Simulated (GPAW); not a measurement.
# Co in GPAW: convergence with k mesh

Crystal: Co.

```xyz
2
Lattice="2.4874 0.0000 0.0000 -1.2437 2.1541 0.0000 0.0000 0.0000 4.0633" Properties=species:S:1:pos:R:3 pbc="T T T"
Co    0.0000    1.4361    3.0074
Co    1.2437    0.7180    1.0559
```

| Item | Value |
| --- | --- |
| Program | GPAW 26.7.0 |
| Task | hyperfine couplings |
| Functional | WC |
| Potentials or basis | PAW data sets generated in the run's folder for this functional |
| Cutoff | 450 eV |
| Basis | pw |
| k mesh | 3 × 3 × 2 |
| Occupations | fermi-dirac, width 0.05 eV |
| Spin | collinear spin, ferromagnetic start |
| Starting moments | [2.0, 2.0] μB |

These are the settings of the first run; the series varies k mesh, with any setting tied to it.

Hardware: 1 thread of Arm Neoverse V1 (shared host).

**Question.** The values tried are 3 × 3 × 2, 5 × 5 × 3, 6 × 6 × 3, 8 × 8 × 4, 9 × 9 × 5, 11 × 11 × 6, 13 × 13 × 7, loosest first. From which on does the energy stay within 1 meV/atom of the tightest run that finished?

**Answer.** From 11 × 11 × 6 on.

```
     k mesh  energy less the tightest run, at zero smearing (meV/atom)  pressure (GPa)  largest force (eV/Å)  largest site moment (μB)  SCF cycles  CPU time (s)  peak memory (GiB)
  3 × 3 × 2                                                     114.98           -9.44                 0.082                      1.95          14           8.9               0.13
  5 × 5 × 3                                                      27.44          -15.19                 0.482                      1.77          13            11               0.13
  6 × 6 × 3                                                     -33.82          -17.28                 0.590                      1.70          12            13               0.13
  8 × 8 × 4                                                      -1.74          -17.41                 0.517                      1.66          12            21               0.14
  9 × 9 × 5                                                       2.72          -18.26                 0.513                      1.61          11            26               0.15
11 × 11 × 6                                                      -0.73          -17.98                 0.539                      1.63          12            42               0.16
13 × 13 × 7                                                       0.00          -17.22                 0.502                      1.67          12            61               0.18
```

Not settled before the last step: the pressure (to 0.1 GPa), the largest force (to 0.005 eV/Å), the largest site moment (to 0.02 μB). Meshes of other sizes hit other points, so gaps and Fermi surfaces needn't settle smoothly. The tightest run that finished is the yardstick and may itself not be fully converged.

Caveat, for the tightest run too: the cutoff is short for stress and forces, so pressures can be off by a GPa or more; the dipolar part lacks the spin inside other atoms' spheres; so large a pressure means that the cell lies far from this level's equilibrium, or that cutoff or potentials fall short.
